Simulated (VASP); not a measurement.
## Results of a VASP single-point calculation on SrO (strained rocksalt)

POSCAR

```
Sr O
 1.0000000000000000
     0.0000000000000000    2.5282944800000000    2.5282944800000000
     2.5282944800000000    0.0000000000000000    2.5282944800000000
     2.5282944800000000    2.5282944800000000    0.0000000000000000
 Sr  O
   1   1
Cartesian
  0.0000000000000000  0.0000000000000000  0.0000000000000000
  2.5282944800000000  2.5282944800000000  2.5282944800000000
```

The gap between bands v and c is 3.71 eV. The least direct gap is 3.76 eV.

Band v is the last that the valence electrons fill when counted band by band, and c is the next. Levels in eV from the top of v:

```json
{"point": "Γ", "v−1": "0.00", "v": "0.00", "c": "5.05", "c+1": "6.89"}
{"point": "X", "v−1": "-0.05", "v": "-0.05", "c": "3.71", "c+1": "8.92"}
{"point": "K", "v−1": "-0.60", "v": "-0.40", "c": "5.35", "c+1": "8.78"}
{"point": "L", "v−1": "-1.23", "v": "-1.23", "c": "7.34", "c+1": "9.51"}
{"point": "W", "v−1": "-0.37", "v": "-0.37", "c": "6.70", "c+1": "6.70"}
```

Task: Which of these levels of theory gave these results?
A. PBE
B. HSE06
C. PBE0
D. PBEsol
E. PBE with spin–orbit coupling
F. LDA
G. r²SCAN

Result: G.

The INCAR was:

```
ALGO = Normal
NSW = 0
PREC = Accurate
ENCUT = 520
LASPH = .TRUE.
SIGMA = 0.01
LREAL = .FALSE.
METAGGA = R2SCAN
NELM = 120
ISIF = 2
IBRION = -1
LWAVE = .FALSE.
LCHARG = .FALSE.
NBANDS = 15
EDIFF = 1E-7
ISMEAR = 0
```
